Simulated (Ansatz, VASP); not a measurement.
# SiHCF (F-SiC-H chair, 1 layer) in two plane-wave programs

One calculation is typed for both programs; each brings its own data sets. How far apart do they land? Of the first pair: The structure shown is the start of the Ansatz relaxation below; VASP solves that cell, so the two are compared at the walk's first step.

Method: plane waves, with VASP 6.6.1 beside it; single point at PBE, in Ansatz 0.2.0.

## Step 1: The starting structure

The cell holds 4 atoms: 1 H, 1 C, 1 Si and 1 F. Its edges and angles: a = 3.086 Å, b = 3.085 Å, c = 25.373 Å, α = 90.0°, β = 90.0°, γ = 120.0°. Vacuum lies along c.

## Step 2: Ansatz: relaxation, PBE

Ansatz runs on its default PAW (the set named soft_2) files.

The two programs are compared at the cell with which this relaxation starts, whose forces are those of its first step.

The input, input.yaml:

```yaml
crystal:
  lattice:
    - [3.0855, 0.0, 0.0]
    - [-1.54275, 2.6721213834, 0.0]
    - [0.0, 0.0, 25.3733333333]
  atoms:
    - { symbol: H, position: [0.6666666667, 0.3333333333, 0.4335260116] }
    - { symbol: C, position: [0.6666666667, 0.3333333333, 0.475696269] }
    - { symbol: Si, position: [0.3333333333, 0.6666666667, 0.500262743] }
    - { symbol: F, position: [0.3333333333, 0.6666666667, 0.5664739884] }
kpoints:
  mp_grid: { grid: [12, 12, 1] }
hamiltonian:
  xc: pbe
scf:
  occupations: { method: fermi_dirac, width: 0.05 }
  convergence: { dr2_threshold: 1.0e-08 }
efield:
  axis: 3
  dipole_correction: true
  ramp_position: 0.97
  ramp_width: 0.04
relax:
  f_tol: 0.01
  cell: { fix: [c, alpha, beta] }
output:
  write_potential: true
  write_density: true
  volumetric_format: npy
```

The run is started by

```sh
ansatz run input.yaml --threads 2 --pin off --max-ram 4096MiB --backend cpu --events-out ev --progress --plain --runs-dir out
```

Numbers of over 12 decimals in the logs are rounded to 6 here.

Log:

```text
Warning: relax.cell: scf.convergence.dr2_threshold = 1e-8 eV is looser than the 4e-10 eV advised for a relaxation that steers and ends on the stress (1e-10 eV for each atom of the cell: 4). What an SCF threshold leaves in a stress goes as its square root, and in the free energy as the threshold itself, and one threshold admits the most on a small cell: [figures from the program's tests cut] Set scf.convergence.dr2_threshold to 4e-10 eV or tighter. The threshold is an SCF's pass mark: one that does not reach it within its budget of iterations ends unconverged, or closes short of it on a stop that the run arms, and scf.convergence.dr2_threshold's page says what that costs each kind of run
Engine: ansatz 0.2.0, aarch64-unknown-linux-gnu
Pseudopotentials: kind: paw
Pseudopotential: H, paw, valence charge 1, recommended cutoff 420 eV (normal), H.paw.azcp
Pseudopotential: C, paw, valence charge 4, recommended cutoff 420 eV (normal), C.paw.azcp
Pseudopotential: Si, paw, valence charge 4, recommended cutoff 420 eV (normal), Si.paw.azcp
Pseudopotential: F, paw, valence charge 7, recommended cutoff 420 eV (normal), F.paw.azcp
Functional definition: PBE
  parameter kappa = 0.804
  parameter beta = 0.066725
  exchange = pbe_x(kappa = kappa, mu = beta*pi^2/3)
  correlation = pbe_c(beta = beta)
Crystal: 4 atoms, lattice volume = 209.199 Å³
Basis set: ecut = 420 eV, 4093 PW (Γ), exchange–correlation on 48×48×360 points (8 copies of the dense FFT grid, shifted against one another)
Bands: 12, of which v1, the nominal top of the filled ones, is band 8 counted from 1 (7 counted from 0)
Symmetry: 6 space group operations
Space group: P3m1 (ITA 156), of the structure as read, at distance tolerance 5.9e-5 Å
k-points: 19 of 144 (time reversal used)
Non-local potential: H, projectors of the file, l = 0: 2, l = 1: 1
Non-local potential: C, projectors of the file, l = 0: 2, l = 1: 2, l = 2: 1
Non-local potential: Si, projectors of the file, l = 0: 2, l = 1: 2, l = 2: 2
Non-local potential: F, projectors of the file, l = 0: 2, l = 1: 2, l = 2: 1
PAW form: soft (Blöchl's): semilocal exchange-correlation on the pseudo side does not see the compensation charge
PAW one-centre angular grid: H, 110 points (default); XC on 64 Gauss nodes
PAW one-centre angular grid: C, 110 points (default); XC on 64 Gauss nodes
PAW one-centre angular grid: Si, 110 points (default); XC on 64 Gauss nodes
PAW one-centre angular grid: F, 110 points (default); XC on 64 Gauss nodes
Initial density: superposition of atomic densities (neutral atoms: chi_scale 0, normalization atom), corrected by the library's trained network
Initial wavefunctions: pseudopotential atomic-orbital guess
Functional: x = pbe(κ = 0.804, μ = 0.219515), c = pbe(β = 0.066725)
SCF iter   1: F=—  HF=-1712.392477 eV  |F-HF|=—  |Δ(HF+E_count)|=         —  Δρ=1.75e-3  dr2=2.18e-2  ethr=1.77e-3  p=-0.206 e·Å  D=-1.78e-1 V/Å  ΔV_dip=4.52 eV  dr2_dipole=4.84e-4  V_vac-E_F(+/−)=7.29/2.77 eV  ⟨swp⟩=8.5  Hψ=1949  notcnv=0
efield: sawtooth ramp at fractional position 0.9700 (set: `efield.ramp_position`, or a place that a band, a saddle search or an elastic batch's reference lends), width 0.0400; the density the first Hamiltonian is built on has a dipole p = -0.206 e·Å; the dipole correction subtracts the counter field D = -1.78e-1 V/Å, which shifts the + side's vacuum level by +4.52 eV against the − side's; the planar-averaged density in the ramp window peaks in size at 3.1e-6 e/Å³
preconditioner: auto → none  [insulator: Δε(μ)=3.365 eV  Ē_g=11.243 eV  σ=0.050 eV  W_gap=1.00  n_scr=14 (ndim 8)  ℏωp=9.6 eV  f_vac=0.761  D(μ)=0.00/eV (n_scr^D=0)  ε∞_Penn≈1.7]
SCF iter   2: F=—  HF=-1712.395290 eV  |F-HF|=—  |Δ(HF+E_count)|=   2.81e-3  Δρ=1.82e-3  dr2=1.67e-2  ethr=1.37e-4  p=-0.189 e·Å  D=-1.64e-1 V/Å  ΔV_dip=4.15 eV  dr2_dipole=3.12e-3  V_vac-E_F(+/−)=6.83/2.68 eV  ⟨swp⟩=3.5  Hψ=624  notcnv=0
SCF iter   3: F=—  HF=-1712.391327 eV  |F-HF|=—  |Δ(HF+E_count)|=   3.96e-3  Δρ=5.58e-4  dr2=1.21e-3  ethr=1.04e-4  p=-0.210 e·Å  D=-1.82e-1 V/Å  ΔV_dip=4.61 eV  dr2_dipole=3.56e-6  V_vac-E_F(+/−)=7.17/2.56 eV  ⟨swp⟩=3.4  Hψ=433  notcnv=0
SCF iter   4: F=—  HF=-1712.391667 eV  |F-HF|=—  |Δ(HF+E_count)|=   3.39e-4  Δρ=2.49e-4  dr2=1.72e-4  ethr=7.55e-6  p=-0.217 e·Å  D=-1.88e-1 V/Å  ΔV_dip=4.76 eV  dr2_dipole=3.74e-7  V_vac-E_F(+/−)=7.21/2.45 eV  ⟨swp⟩=2.1  Hψ=463  notcnv=0
SCF iter   5: F=—  HF=-1712.391783 eV  |F-HF|=—  |Δ(HF+E_count)|=   1.16e-4  Δρ=7.53e-5  dr2=1.10e-5  ethr=1.07e-6  p=-0.219 e·Å  D=-1.89e-1 V/Å  ΔV_dip=4.80 eV  dr2_dipole=1.28e-8  V_vac-E_F(+/−)=7.22/2.42 eV  ⟨swp⟩=2.1  Hψ=392  notcnv=0
[...]
iter 1 solved again at ethr=3.66e-8 eV; its pass at ethr=3.10e-3 eV (dr2=5.86e-6 eV) is discarded
SCF iter   1: F=—  HF=-1712.556710 eV  |F-HF|=—  |Δ(HF+E_count)|=         —  Δρ=5.63e-5  dr2=6.10e-6  ethr=3.66e-8  p=-0.200 e·Å  D=-1.69e-1 V/Å  ΔV_dip=4.28 eV  dr2_dipole=2.71e-7  V_vac-E_F(+/−)=6.84/2.56 eV  ⟨swp⟩=2.3  Hψ=1649  notcnv=0
[...]
preconditioner: auto → none  [insulator: Δε(μ)=3.505 eV  Ē_g=11.413 eV  σ=0.050 eV  W_gap=1.00  n_scr=14 (ndim 8)  ℏωp=9.5 eV  f_vac=0.772  D(μ)=0.00/eV (n_scr^D=0)  ε∞_Penn≈1.7]
SCF iter   2: F=—  HF=-1712.561241 eV  |F-HF|=—  |Δ(HF+E_count)|=   6.43e-4  Δρ=6.06e-5  dr2=1.46e-6  ethr=3.14e-8  p=-0.200 e·Å  D=-1.68e-1 V/Å  ΔV_dip=4.27 eV  dr2_dipole=8.98e-9  V_vac-E_F(+/−)=6.83/2.57 eV  ⟨swp⟩=2.1  Hψ=382  notcnv=0
SCF iter   3: F=—  HF=-1712.561418 eV  |F-HF|=—  |Δ(HF+E_count)|=   1.77e-4  Δρ=3.07e-5  dr2=5.22e-7  ethr=9.10e-9  p=-0.200 e·Å  D=-1.68e-1 V/Å  ΔV_dip=4.27 eV  dr2_dipole=3.18e-8  V_vac-E_F(+/−)=6.83/2.56 eV  ⟨swp⟩=2.5  Hψ=380  notcnv=0
SCF iter   4: F=—  HF=-1712.561489 eV  |F-HF|=—  |Δ(HF+E_count)|=   7.06e-5  Δρ=7.07e-6  dr2=1.92e-7  ethr=3.27e-9  p=-0.200 e·Å  D=-1.68e-1 V/Å  ΔV_dip=4.27 eV  dr2_dipole=2.30e-8  V_vac-E_F(+/−)=6.83/2.56 eV  ⟨swp⟩=2.1  Hψ=394  notcnv=0
iter 5 met the thresholds in force, and the SCF goes on: an eigenvalue changes by 19.28 meV, over its tolerance of 3.16 meV (output.eigenvalues, Limitations)
SCF iter   5: F=-1712.561495 eV  HF=-1712.561494 eV  |F-HF|=1.35e-6  |Δ(HF+E_count)|=   4.62e-6  Δρ=2.05e-6  dr2=2.27e-9  ethr=6.25e-11  p=-0.200 e·Å  D=-1.68e-1 V/Å  ΔV_dip=4.27 eV  dr2_dipole=1.49e-16  V_vac-E_F(+/−)=6.83/2.56 eV  ⟨swp⟩=12.6  Hψ=2098  notcnv=0
iter 6 met the thresholds in force, and the SCF goes on: an eigenvalue changes by 3.41 meV, over its tolerance of 3.16 meV (output.eigenvalues, Limitations)
SCF iter   6: F=-1712.561495 eV  HF=-1712.561495 eV  |F-HF|=2.02e-7  |Δ(HF+E_count)|=   1.15e-6  Δρ=6.37e-7  dr2=2.55e-10  ethr=1.42e-11  p=-0.200 e·Å  D=-1.68e-1 V/Å  ΔV_dip=4.27 eV  dr2_dipole=3.89e-12  V_vac-E_F(+/−)=6.83/2.56 eV  ⟨swp⟩=9.1  Hψ=1775  notcnv=0
Mixer restart at iter 6: flushing history
SCF iter   7: F=-1712.561495 eV  HF=-1712.561495 eV  |F-HF|=2.12e-10  |Δ(HF+E_count)|=   2.02e-7  Δρ=1.93e-7  dr2=2.17e-10  ethr=1.60e-12  p=-0.200 e·Å  D=-1.68e-1 V/Å  ΔV_dip=4.27 eV  dr2_dipole=2.11e-11  V_vac-E_F(+/−)=6.83/2.56 eV  ⟨swp⟩=7.6  Hψ=1579  notcnv=0
SCF 6 converged in 7 iterations: F = -1712.561495 eV  dr2 = 2.17e-10
relax step   6: F+E_penalty+E_count = -1712.56149502 eV  Δ(F+E_penalty+E_count) = -4.569e-3 eV  max|allowed force component| = 2.096e-3 eV/Å  Δτ_max = 0.0000 Å  P = +0.030 GPa  Ω = 214.957 Å³  fix = [c, alpha, beta]  reactions: c -0.002 GPa  stress off target by 4.65e-2 GPa on what of the cell is left free  SCF on the basis re-selected at this cell (its energy is not comparable with the rows above)  (7 SCF iters)
basis re-selected at this cell: Δ(F+E_penalty+E_count) = -4.569e-3 eV, ΔP = +0.032 GPa vs the last step (what re-selecting the basis moved, of the pressure what is left beyond the Pulay correction that the steps carried, after the strain that the cell walked since its last selection, with what the two solves' SCF thresholds leave and, on support functions, any second-order correction that the steps lacked; it is no m [...]
SCF converged after 7 iterations
an eigenvalue changed by more than its tolerance at an iteration that met the thresholds in force, so the SCF went on 2 times, its first undamped step at iteration 6: the last check found none over its tolerance
Free energy (F): -1712.561495 eV
Harris-Foulkes:  -1712.561495 eV  (|F-HF|=2.12e-10)
Internal energy: -1712.561495 eV  (E = F + TS)
E sigma→0 (E₀):  -1712.561495 eV
Fermi energy:    -2.674870 eV
Dipole field:    D = -0.168219 V/Å  (p = -0.199831 e·Å, saw-weighted, corrected)
Work function:   Φ+ = 6.8300 eV   Φ− = 2.5617 eV
Levels:          The Fermi level and band energies are counted from a zero that moves with the ramp; work functions are not
--- Per-component energies (eV) ---
  E_band       = -186.760798
  E_kinetic    = 355.339709
  E_local      = -9026.013242  (includes V_loc(G=0)·N_el)
  E_nonlocal   = 126.318867
  E_hartree    = 4326.758540
  E_xc         = -193.273246
  E_vxc        = -221.798214  (∫ρ·V_xc dr)
  E_paw        = -813.221532  (= ΣΔE_a)
  E_vpaw       = -76.078917  (= ΣTr[D̂ρ^β])
  E_aug_tail   = 0.000800  (compensation charges beyond the density's cutoff)
  E_efield     = 0.016808  (sawtooth field / dipole correction)
  E_vefield    = 1.953819  (∫n·V_field dr)
  E_ewald      = 3511.511801
  E_smearing   = -0.000000  (= −TS)
  E_closure    = 0.000000  (closes the sum)
  Σ components = -1712.561495   (vs F -1712.561495, Δ=0.00e0)
--- Forces (eV/Å), atoms counted from 1 ---
  atom   1  H      0.00000000    -0.00000000     0.00182087
  atom   2  C      0.00000000     0.00000000    -0.00210230
  atom   3  Si    -0.00000000    -0.00000000     0.00053371
  atom   4  F      0.00000000     0.00000000    -0.00027649
  max |Σ_I F_I| component: 2.42e-5 eV/Å
--- Stress (GPa, compression-positive) ---
        0.046534       0.000000      -0.000000
        0.000000       0.046534       0.000000
       -0.000000       0.000000      -0.001883
  P = ⅓ Tr σ = 0.0304 GPa (0.304 kbar)
--- Band table (eV; the first three rows and the last of 19) ---
  k-point 0: bands = [... 4 lower, -7.5214, -7.5214, -4.4531, -4.4531, -0.9259, 0.2220, 0.8780, 1.2112]
  k-point 1: bands = [... 4 lower, -7.5675, -7.5494, -4.9739, -4.5765, -0.7902, 0.3633, 1.1379, 1.4093]
  k-point 2: bands = [... 4 lower, -7.6913, -7.6271, -6.0760, -4.8782, -0.3950, 0.7843, 1.3963, 1.7963]
  k-point 18: bands = [... 4 lower, -9.2328, -8.6500, -7.4875, -7.0564, 2.3087, 2.6812, 4.0338, 5.0885]
--- Relaxed structure (5 steps of the walk, 5 accepted, 1 SCFs on fresh bases) ---
  F+E_penalty+E_count = -1712.56149502 eV   max|allowed force component| = 2.096e-3 eV/Å   (the final SCF, on the basis selected at the relaxed cell)
  cell:  # Å, volume = 214.9565 Å³
    - [3.127672, 0, 0]
    - [-1.563836, 2.708644, 0]
    - [0, 0, 25.3733333333]
  atoms:
    - { symbol: H, position: [0.666667, 0.333333, 0.434481] }
    - { symbol: C, position: [0.666667, 0.333333, 0.478120] }
    - { symbol: Si, position: [0.333333, 0.666667, 0.500196] }
    - { symbol: F, position: [0.333333, 0.666667, 0.563162] }
```

## Step 3: VASP: single point, PBE, start cell, pair 1

The same cell, functional, mesh and smearing now go to VASP, with its own data sets.

Lines of VASP's logs that name or quote its potential files are left out, and so is its time.

The input, INCAR:

```
SYSTEM = SiHCF
PREC = Accurate
ENCUT = 520
EDIFF = 1E-06
NELM = 120
ISMEAR = -1
SIGMA = 0.05
LREAL = .FALSE.
ALGO = Normal
GGA = PE
NBANDS = 14
LORBIT = 11
LWAVE = .FALSE.
LCHARG = .FALSE.
ISIF = 2
LDIPOL = .TRUE.
IDIPOL = 3
DIPOL = 0.5 0.5 0.494
LVHAR = .TRUE.
LASPH = .TRUE.
GGA_COMPAT = .FALSE.
EFERMI = MIDGAP
NELMDL = -8
```

The input, POSCAR:

```
SiHCF
1.0
    3.0855000000      0.0000000000      0.0000000000
   -1.5427500000      2.6721210000      0.0000000000
    0.0000000000      0.0000000000     25.3733330000
H C Si F
1 1 1 1
Direct
    0.6666666667      0.3333333333      0.4335260173
    0.6666666667      0.3333333333      0.4756962753
    0.3333333333      0.6666666667      0.5002627365
    0.3333333333      0.6666666667      0.5664739827
```

The input, KPOINTS:

```
Automatic mesh
0
Gamma
12 12 1
0 0 0
```

PAW data sets: H, C, Si and F (PBE family, release 64).

The run is started by

```sh
mpirun -np 1 vasp_std
```

Log:

```text
[banner, memory and clock lines left out]
running    1 mpi-ranks, on    1 nodes
 distrk:  each k-point on    1 cores,    1 groups
 distr:  one band on    1 cores,    1 groups

 POSCAR found type information on POSCAR H C SiF
 POSCAR found :  4 types and       4 ions
 LDA part: xc-table for (Slater+PW92), standard interpolation
 POSCAR, INCAR and KPOINTS ok, starting setup
 FFT: planning ... GRIDC
 FFT: planning ... GRID_SOFT
 FFT: planning ... GRID
 WAVECAR not read
 entering main loop
       N       E                     dE             d eps       ncg     rms          rms(c)
DAV:   1     0.122228956153E+03    0.12223E+03   -0.58398E+03   572   0.820E+02
DAV:   2    -0.121834544229E+02   -0.13441E+03   -0.12035E+03   928   0.185E+02
DAV:   3    -0.267605636323E+02   -0.14577E+02   -0.14447E+02   718   0.752E+01
DAV:   4    -0.270767648786E+02   -0.31620E+00   -0.31512E+00   694   0.125E+01
DAV:   5    -0.270837838556E+02   -0.70190E-02   -0.70111E-02   712   0.175E+00
DAV:   6    -0.270840165649E+02   -0.23271E-03   -0.23187E-03   696   0.314E-01
DAV:   7    -0.270840271812E+02   -0.10616E-04   -0.10616E-04   784   0.586E-02
DAV:   8    -0.270840275500E+02   -0.36882E-06   -0.36879E-06   666   0.886E-03    0.106E+01
DAV:   9    -0.242256643782E+02    0.28584E+01   -0.62868E+00   706   0.178E+01    0.496E+00
DAV:  10    -0.240884906799E+02    0.13717E+00   -0.10971E+00   736   0.634E+00    0.223E+00
DAV:  11    -0.240333878952E+02    0.55103E-01   -0.48082E-02   718   0.172E+00    0.104E+00
DAV:  12    -0.240041494721E+02    0.29238E-01   -0.23045E-02   724   0.143E+00    0.227E-01
DAV:  13    -0.240021252793E+02    0.20242E-02   -0.36098E-03   706   0.445E-01    0.121E-01
DAV:  14    -0.239989788255E+02    0.31465E-02   -0.23277E-03   724   0.348E-01    0.837E-02
[...]
DAV:  18    -0.239995335951E+02   -0.88639E-04   -0.42261E-05   652   0.443E-02    0.136E-02
DAV:  19    -0.239998479000E+02   -0.31430E-03   -0.38917E-05   562   0.439E-02    0.105E-02
DAV:  22    -0.240001222793E+02   -0.55155E-04   -0.28390E-06   542   0.792E-03    0.224E-03
DAV:  23    -0.240001404669E+02   -0.18188E-04   -0.55327E-07   432   0.620E-03    0.912E-04
DAV:  24    -0.240001520078E+02   -0.11541E-04   -0.32998E-07   398   0.430E-03    0.702E-04
DAV:  25    -0.240001558560E+02   -0.38482E-05   -0.67980E-08   416   0.168E-03    0.397E-04
DAV:  26    -0.240001579897E+02   -0.21337E-05   -0.66111E-08   428   0.243E-03    0.573E-04
DAV:  27    -0.240001583448E+02   -0.35507E-06   -0.94741E-09   434   0.786E-04
   1 F= -.24000158E+02 E0= -.24000158E+02  d E =-.457507E-15
```

From OUTCAR (step 3):

```text
ion  position               nearest neighbor table
   1  0.667  0.333  0.434-   2 1.07
   2  0.667  0.333  0.476-   1 1.07   3 1.89   3 1.89   3 1.89
   3  0.333  0.667  0.500-   4 1.68   2 1.89   2 1.89   2 1.89
   4  0.333  0.667  0.566-   3 1.68

  LATTYP: Found a hexagonal cell.
 ALAT       =     3.0855000000
 C/A-ratio  =     8.2234104683

 Subroutine GETGRP returns: Found  6 space group operations
 (whereof  6 operations were pure point group operations)

The static configuration has the point symmetry C_3v.

 Found     19 irreducible k-points:

   k-points           NKPTS =     19   k-points in BZ     NKDIM =     19   number of bands    NBANDS=     14

   dimension x,y,z NGX =    24 NGY =   24 NGZ =  192
   dimension x,y,z NGXF=    48 NGYF=   48 NGZF=  384

   ENCUT  =  520.0 eV  38.22 Ry    6.18 a.u.   5.74  5.74 47.18*2*pi/ulx,y,z

   NELECT =      16.0000    total number of electrons

 k-points in reciprocal lattice and weights: Automatic mesh
   0.00000000  0.00000000  0.00000000       0.007
   0.08333333  0.00000000  0.00000000       0.042
   0.16666667  0.00000000  0.00000000       0.042
   0.25000000  0.00000000  0.00000000       0.042
   0.33333333  0.00000000  0.00000000       0.042
   0.41666667  0.00000000  0.00000000       0.042
   0.50000000  0.00000000  0.00000000       0.021
   0.08333333  0.08333333  0.00000000       0.042
   0.16666667  0.08333333  0.00000000       0.083
[...]
0.33333333  0.25000000  0.00000000       0.083
   0.33333333  0.33333333  0.00000000       0.014

 dipolmoment           0.000000      0.000000      0.222522 electrons x Angstroem

 average (electrostatic) potential at core
       1 -42.3223       2 -57.4224       3 -93.1707       4 -83.0629

 E-fermi :  -3.0485

 k-point     1 :       0.0000    0.0000    0.0000
  band No.  band energies     occupation
    ...
      4      -8.6675      2.00000
      5      -7.2179      2.00000
      6      -7.2179      2.00000
      7      -4.6964      2.00000
      8      -4.6964      2.00000
      9      -1.4005      0.00000
     10      -0.2878      0.00000
     11       0.4865      0.00000
     12       0.8865      0.00000
     13       1.8946      0.00000
    ...

 k-point     2 :       0.0833    0.0000    0.0000
  band No.  band energies     occupation
    ...
      4      -8.6802      2.00000
      5      -7.3132      2.00000
      6      -7.2470      2.00000
      7      -5.2347      2.00000
      8      -4.8291      2.00000
      9      -1.2603      0.00000
     10      -0.1428      0.00000
     11       0.6448      0.00000
     12       1.1102      0.00000
     13       2.1217      0.00000
    ...

 k-point     3 :       0.1667    0.0000    0.0000
  band No.  band energies     occupation
    ...
      4      -8.7429      2.00000
      5      -7.6032      2.00000
      6      -7.3284      2.00000
      7      -6.3611      2.00000
      8      -5.1510      2.00000
      9      -0.8503      0.00000
     10       0.2888      0.00000
     11       0.9235      0.00000
     12       1.4025      0.00000
     13       2.3836      0.00000
    ...

  Total        0.7496338      0.7496336     -3.2669759     -0.0000000      0.0000000      0.0000000
  in kB        5.7411720      5.7411704    -25.0205769     -0.0000000      0.0000000      0.0000000
  external PRESSURE =      -4.5127448 kB  Pullay stress =       0.0000000 kB

  energy-cutoff  :      520.00
  volume of cell :      209.20
      direct lattice vectors                 reciprocal lattice vectors
     3.085500000  0.000000000  0.000000000     0.324096581  0.187117275  0.000000000
    -1.542750000  2.672121000  0.000000000     0.000000000  0.374234550  0.000000000
     0.000000000  0.000000000 25.373333000     0.000000000  0.000000000  0.039411456

 POSITION                                       TOTAL-FORCE (eV/Angst)
 -----------------------------------------------------------------------------------
      1.54275      0.89071     11.00000        -0.000000     -0.000000     -1.119094
      1.54275      0.89071     12.07000        -0.000000      0.000000      2.101264
     -0.00000      1.78141     12.69333         0.000000      0.000000      1.284626
     -0.00000      1.78141     14.37333        -0.000000     -0.000000     -2.266796
 -----------------------------------------------------------------------------------
    total drift:                                0.000000      0.000007     -0.000332

  FREE ENERGIE OF THE ION-ELECTRON SYSTEM (eV)
  ---------------------------------------------------
  free  energy   TOTEN  =       -24.0001583448 eV

  energy  without entropy=      -24.0001583448  energy(sigma->0) =      -24.00015834

 vacuum level on the upper side and lower side of the slab         4.269        -0.616

 total charge
# of ion       s       p       d       tot
------------------------------------------
    1        0.643   0.054   0.000   0.696
    2        0.840   1.754   0.000   2.594
    3        0.698   0.921   0.000   1.619
    4        1.747   4.339   0.000   6.086
--------------------------------------------------
tot          3.927   7.068   0.000  10.995

[... 3 further parts left out ...]
```

(Continued in part 2 of 2.)

[Lines on the potential files, build, host, timing and source positions are cut from VASP's logs without a mark.]

[Logs are printed without paths, hosts, clocks, repeated set-up lines and the standing remarks that a program may print on its own settings, such as how far it seeks lower states.]

[Hosts, paths, dates, database ids (printed as entryN), source tags and the programs' standing remarks are cut or masked in the printed files.]
